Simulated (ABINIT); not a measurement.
**Ga in ABINIT: the effect of target pressure**

Crystal: Ga.

```xyz
1
Lattice="-1.3844 1.3844 2.3112 1.3844 -1.3844 2.3112 1.3844 1.3844 -2.3112" Properties=species:S:1:pos:R:3 pbc="T T T"
Ga    0.0000    0.0000    0.0000
```

This isn't the form of Ga at room conditions, which is orthorhombic.

Alike in all runs:

```yaml
Program: ABINIT 10.8.3 (patched build)
Task: relaxation of cell and atoms
Functional: PBE
Potentials_or_basis: JTH PAW PBE v2.0
Cutoff: 463 eV
k_mesh: 13 × 13 × 13
Occupations: fermi-dirac, width 0.05 eV
Spin: no spin polarisation
```

Each run relaxes the cell or the atoms first.

**Question.** One run gave: relaxed volume 17.33 Å³/atom. Which target pressure did it use?
A. 0 GPa
B. 5 GPa
C. 20 GPa
D. 10 GPa
E. 30 GPa

**Answer.** B.

| target pressure | relaxed volume (Å³/atom) |
| --- | --- |
| 0 GPa | 18.95 |
| 5 GPa | 17.33 |
| 10 GPa | 16.30 |
| 20 GPa | 14.95 |
| 30 GPa | 14.02 |

Caveats: the volume moved by over 15 % at a fixed basis, so the end points are rough (some runs).
